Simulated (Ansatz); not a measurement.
## WS$_{2}$: course of a relaxation

Level of theory: DFT PBEsol, scalar-relativistic, plane waves, PAW in Ansatz 0.2.0. Settings: 420 eV cutoff, 12×12×2 k-mesh, Gaussian smearing of 0.02 eV, no spin polarisation.

What was changed: biaxial strain in the a-b plane, c and atoms relaxed: -1.5 %.

Spin–orbit coupling is left out, which can shift energies with elements as heavy as these.

Command:

```bash
ansatz run input.yaml --threads 1 --pin off --max-ram 2560MiB --backend cpu --events-out ev --progress --plain --runs-dir out
```

Input:

```yaml
crystal:
  lattice:
    - [3.098589577, 0.0, 0.0]
    - [-1.5492947885, 2.6834572896, 0.0]
    - [0.0, 0.0, 17.106001808]
  atoms:
    - { symbol: W, position: [0.3333333333, 0.6666666667, 0.0] }
    - { symbol: S, position: [0.6666666667, 0.3333333333, 0.9075761485] }
    - { symbol: S, position: [0.6666666667, 0.3333333333, 0.0924238515] }
basis:
  ecutwfc: 420
kpoints:
  mp_grid: { grid: [12, 12, 2] }
hamiltonian:
  xc: pbesol
scf:
  occupations: { method: gaussian, width: 0.02 }
output:
  forces: true
  stress: true
  eigenvalues: true
relax:
  adjacent_minimum: "off"
  f_tol: 0.008
  max_steps: 40
  cell: { stress_tol: 0.015, fix: [a, b, gamma] }
```

F is the free energy. Steps run on the plane waves of an earlier cell, but the last one, and at times one on the way, on a freshly chosen basis, so a repeated geometry can differ a little in energy. The held parts of the cell keep their stress, so P needn't end at zero.

Steps:

| step | F − F(1) (eV) | largest force component (eV/Å) | V (Å³/atom) | P (GPa) |
| --- | --- | --- | --- | --- |
| 1 | 0.0000 | 0.070 | 47.412 | 1.30 |
| 2 | -0.0002 | 0.030 | 47.415 | 1.09 |
| 3 | -0.0002 | 0.000 | 47.414 | 1.15 |
| 4 | -0.0002 | 0.000 | 47.414 | 1.15 |

Relaxed structure:

```xyz
3
Lattice="3.0986 0.0000 0.0000 -1.5493 2.6835 0.0000 0.0000 0.0000 17.1067" Properties=species:S:1:pos:R:3 pbc="T T T"
W     0.0000    1.7890    0.0000
S     1.5493    0.8945   15.5223
S     1.5493    0.8945    1.5844
```

It takes space group P-6m2 (No. 187, hexagonal). The conventional cell has a = 3.099 Å, b = 3.099 Å, c = 17.107 Å, α = 90.00°, β = 90.00°, γ = 120.00°. W (site symmetry -6m2) is surrounded by 6 S at 2.39 Å. S (site symmetry 3m) is surrounded by 3 W at 2.39 Å.

The run converged. Time: 36 s on 1 thread of Intel(R) Xeon(R) Platinum 8488C (Sapphire Rapids) (shared host), peak memory 0.47 GiB.